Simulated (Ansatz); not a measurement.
**Structures of BaTiO$_{3}$: which is lowest?**

Plane-wave DFT in Ansatz with scalar-relativistic PAW potentials, cutoff 420 eV, Γ-centred meshes chosen by cell and gap, Gaussian smearing with energies taken to zero width. Every cell was relaxed (cell and atoms) in a run of its own, within the symmetry of its start. Functional: PBE.

Relaxed structures (starts from databases or built by putting these elements on another compound's sites):
A. P4mm, 5 atoms in the computed cell, a = 3.985 Å, c = 4.200 Å; sites (symmetry × multiplicity) Ba 4mm × 1, Ti 4mm × 1, O 2mm. × 2 + 4mm × 1; start: database
B. Pm-3m, 5 atoms in the computed cell, a = 4.019 Å; sites (symmetry × multiplicity) Ba m-3m × 1, Ti m-3m × 1, O 4/mm.m × 3; start: database
C. R3m, 5 atoms in the computed cell, a = 5.726 Å, c = 7.069 Å; sites (symmetry × multiplicity) Ba 3m × 3, Ti 3m × 3, O .m × 9; start: database

Rank them by energy. Could pressure change the order?

```csv
structure,group,E − E(lowest) (meV/atom),V (Å³/atom),gap on mesh (eV)
C,R3m,0.0,13.38,2.63
A,P4mm,2.7,13.34,1.84
B,Pm-3m,13.2,12.99,1.78
```

C is lowest, 3 meV/atom under A. The two lowest differ in volume by under 3 %, too little for a first-order estimate of what pressure does to that pair (other pairs aren't weighed here); with rigid cells even 3 % in favour of the higher one would need about 1 GPa. Other structures may lie lower than all of these, and vibrations aren't counted.

Spin-orbit coupling is left out, which matters for the bands of heavy elements.